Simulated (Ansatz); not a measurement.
ZnSe (Stilleite): single point with PBE0

Crystal: ZnSe (Stilleite).

```
Se Zn
1.0
     0.00000    2.83380    2.83380
     2.83380    0.00000    2.83380
     2.83380    2.83380    0.00000
Se Zn
1 1
Direct
  0.75000 0.75000 0.75000
  0.00000 0.00000 0.00000
```

| Item | Value |
| --- | --- |
| Program | Ansatz 0.2.0 |
| Task | single point |
| Functional | PBE0 |
| Potentials or basis | Ansatz PAW |
| Cutoff | 420 eV (not typed: the program's choice for these potentials) |
| k mesh | 4 × 4 × 4 |
| Occupations | fermi-dirac, width 0.05 eV |
| Spin | spin-orbit coupling, no magnetisation |

The pressure is 1.3 GPa and the band gap on the k mesh is 2.96 eV, direct.

Levels at points of the mesh, in eV from the valence-band top:
```csv
k point,band 26,band 27,band 28,band 29,band 30,band 31
"(0.00, 0.00, 0.00)",0.00,0.00,0.00,2.96,2.96,7.42
"(0.00, 0.00, -0.50)",-1.20,-0.94,-0.94,4.20,4.20,8.04
"(0.00, -0.50, -0.50)",-2.58,-2.39,-2.39,4.39,4.39,5.06
```

It took 4.1 min on 2 threads of Intel(R) Xeon(R) Processor @ 2.50GHz (Skylake/Cascade Lake), on a shared host, peak memory 1.1 GiB.

Caveat: the k mesh is coarse (spacing up to 0.48 Å⁻¹), so the values aren't converged, least of all with exact exchange; the PAW data sets come from PBE, with cores solved anew for the run's functional, which leaves a small shift of forces and pressure; the thresholds are loose for stress.
